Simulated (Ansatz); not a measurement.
# Si: response to strain

Aim: deform Si (equal xy, yz and zx engineering shear strains of +3 %) and compute stress, forces and field gradients with LAPW, PAW and all-electron datasets made for the crystal.

Method: DFT PBE, scalar-relativistic, in Ansatz 0.2.0.

### 1 The starting structure

Symmetry: Fd-3m, No. 227, cubic system. The conventional cell has a = 5.431 Å, b = 5.431 Å, c = 5.431 Å, α = 90.00°, β = 90.00°, γ = 90.00°. Around Si (site symmetry -43m) lie 4 Si at 2.35 Å.

As a file:

```xyz
2
Lattice="0.0000 2.7155 2.7155 2.7155 0.0000 2.7155 2.7155 2.7155 0.0000" Properties=species:S:1:pos:R:3 pbc="T T T"
Si    2.7155    2.7155    2.7155
Si    4.0732    4.0732    4.0732
```

Atoms are numbered in the order of the input: Si1, Si2.

### 2 After the deformation

Space group Fd-3m before, R-3m after.

### 3 Full-potential LAPW

The input, input.yaml:

```yaml
crystal:
  lattice:
    - [0.0814641, 2.75620205, 2.75620205]
    - [2.75620205, 0.0814641, 2.75620205]
    - [2.75620205, 2.75620205, 0.0814641]
  atoms:
    - { symbol: Si, position: [0.5, 0.5, 0.5] }
    - { symbol: Si, position: [0.75, 0.75, 0.75] }
kpoints:
  mp_grid: { grid: [11, 11, 11] }
  band_path:
    path:
      - [0.0, 0.0, 0.0]
      - [0.5, 0.5, 0.5]
      - [0.2428775097, 0.5, 0.7571224903]
      - [-0.2428775097, 0.2428775097, 0.5]
      - [0.0, 0.0, 0.5]
      - [0.0, 0.0, 0.0]
      - [-0.3714387548, 0.0, 0.3714387548]
      - [0.0, 0.3714387548, 0.6285612452]
      - [0.0, 0.5, 0.5]
    npoints: 5
scf:
  occupations: { method: fermi_dirac, width: 0.08 }
hamiltonian:
  xc: pbe
  pseudopotentials: { kind: all_electron, lapw: { basis_error: 0.00025 } }
output:
  forces: true
  stress: true
  eigenvalues: true
```

Launch:

```
> ansatz run input.yaml --threads 1 --pin off --max-ram 3072MiB --backend cpu --events-out ev --progress --plain --runs-dir out
```

### 4 PAW on the default files

The input, input.yaml:

```yaml
crystal:
  lattice:
    - [0.0814641, 2.75620205, 2.75620205]
    - [2.75620205, 0.0814641, 2.75620205]
    - [2.75620205, 2.75620205, 0.0814641]
  atoms:
    - { symbol: Si, position: [0.5, 0.5, 0.5] }
    - { symbol: Si, position: [0.75, 0.75, 0.75] }
kpoints:
  mp_grid: { grid: [11, 11, 11] }
scf:
  occupations: { method: fermi_dirac, width: 0.08 }
hamiltonian:
  xc: pbe
  pseudopotentials: { kind: paw }
output:
  forces: true
  stress: true
  eigenvalues: true
  efg: { contact_densities: true }
```

### 5 All-electron PAW on datasets made for the crystal

Edit input.yaml of step 4 so:

```diff
@@ -14,3 +14,3 @@
   xc: pbe
-  pseudopotentials: { kind: paw }
+  pseudopotentials: { kind: all_electron, datasets: crystal }
 output:
```

(Steps that only read results are left out.)

What does the calculation give? Wanted: pressure; largest shear or deviatoric stress.

The runs gave:

| quantity | value |
| --- | --- |
| pressure | LAPW 2.28, PAW 2.31, crystal datasets 2.27 GPa |
| largest shear or deviatoric stress (LAPW) | 2.96 GPa |

The largest part of the stress beyond the pressure is 2.96 GPa in size; the atoms are carried along and not relaxed. No run of the undeformed cell stands beside it, so the pressure holds what the given cell had before the change. PAW: stress within 0.04 GPa of LAPW, forces within 1 meV/Å. Crystal datasets: stress within 0.01 GPa of LAPW, forces within 1 meV/Å.
